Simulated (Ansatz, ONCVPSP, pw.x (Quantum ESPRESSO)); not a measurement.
Equation-of-state test of one ONCV potential (Si)

silicon (Si), optimised norm-conserving Vanderbilt (ONCV), made with ONCVPSP 4.0.1.1 (patched build) (PBE, scalar-relativistic). Core [Ne], reference 3s2 3p2. Waves: 3s: rc 1.80 bohr, ncon 3, nbas 6, qcut 3 1/bohr, local; 3p: rc 2.00 bohr, ncon 5, nbas 9, qcut 3.4 1/bohr, 1 projector; d scattering state at 0.02 Ha: rc 1.90 bohr, ncon 4, nbas 7, qcut 4.8 1/bohr, 3 projectors, debl 3.3 Ha. Local part: the s channel. Core correction: Teter function, fcfact 2, rcfact 1.45.

Crystal test: bcc Si in pw.x 7.5, no spin, 15³ k-points, Fermi–Dirac smearing 0.01 Ry, cutoffs 75/300 Ry. The lattice is a test structure that the element need not adopt, and mesh and smearing are coarse.

pw.x input:

```
&control
  calculation='scf', prefix='x', pseudo_dir='./', outdir='./tmp', tstress=.true., disk_io='none'
/
&system
  ibrav=0, nat=1, ntyp=1, ecutwfc=75, ecutrho=300, nbnd=9,
  occupations='smearing', smearing='fd', degauss=0.01
/
&electrons
  conv_thr=1e-09, mixing_beta=0.4, electron_maxstep=70
/
ATOMIC_SPECIES
Si 1.0 Si.UPF
CELL_PARAMETERS angstrom
  -1.53943562 1.53943562 1.53943562
  1.53943562 -1.53943562 1.53943562
  1.53943562 1.53943562 -1.53943562
ATOMIC_POSITIONS crystal
Si 0.0000 0.0000 0.0000
K_POINTS automatic
15 15 15 0 0 0
```

```bash
pw.x < Si.scf.in > Si.scf.out
```

Question: How does the run end?

Answer: It converges; the pressure is -0.79 GPa against 0.35 GPa from all-electron LAPW.  The log shows:

```
Message from routine setup:
     using ibrav=0 with symmetry is DISCOURAGED, use correct ibrav instead
     lattice parameter (alat)  =       5.0387  a.u.
     unit-cell volume          =      98.4784 (a.u.)^3
     number of electrons       =         4.00
     number of Kohn-Sham states=            9
     kinetic-energy cutoff     =      75.0000  Ry
     charge density cutoff     =     300.0000  Ry
     scf convergence threshold =      1.0E-09
     Exchange-correlation= PBE
     number of k points=   120  Fermi-Dirac smearing, width (Ry)=  0.0100
     iteration #  1     ecut=    75.00 Ry     beta= 0.40
     total energy              =      -8.18180946 Ry
     estimated scf accuracy    <       0.00441941 Ry
     iteration #  2     ecut=    75.00 Ry     beta= 0.40
     total energy              =      -8.18136903 Ry
     estimated scf accuracy    <       0.00130022 Ry
     iteration #  3     ecut=    75.00 Ry     beta= 0.40
     total energy              =      -8.18144829 Ry
     estimated scf accuracy    <       0.00000591 Ry
     iteration #  4     ecut=    75.00 Ry     beta= 0.40
     total energy              =      -8.18145006 Ry
     estimated scf accuracy    <       0.00000004 Ry
     iteration #  5     ecut=    75.00 Ry     beta= 0.40
     the Fermi energy is    10.4491 ev
!    total energy              =      -8.18145010 Ry
     estimated scf accuracy    <          8.3E-10 Ry
     smearing contrib. (-TS)   =      -0.00186207 Ry
     The total energy is F=E-TS. E is the sum of the following terms:
     one-electron contribution =       4.64964221 Ry
     hartree contribution      =       0.02794251 Ry
     xc contribution           =      -2.84935232 Ry
     ewald contribution        =     -10.00782043 Ry
     convergence has been achieved in   5 iterations
          total   stress  (Ry/bohr**3)                   (kbar)     P=       -7.94
     Message from routine punch:
     Nothing written, as per user request (disk_io='none')
```
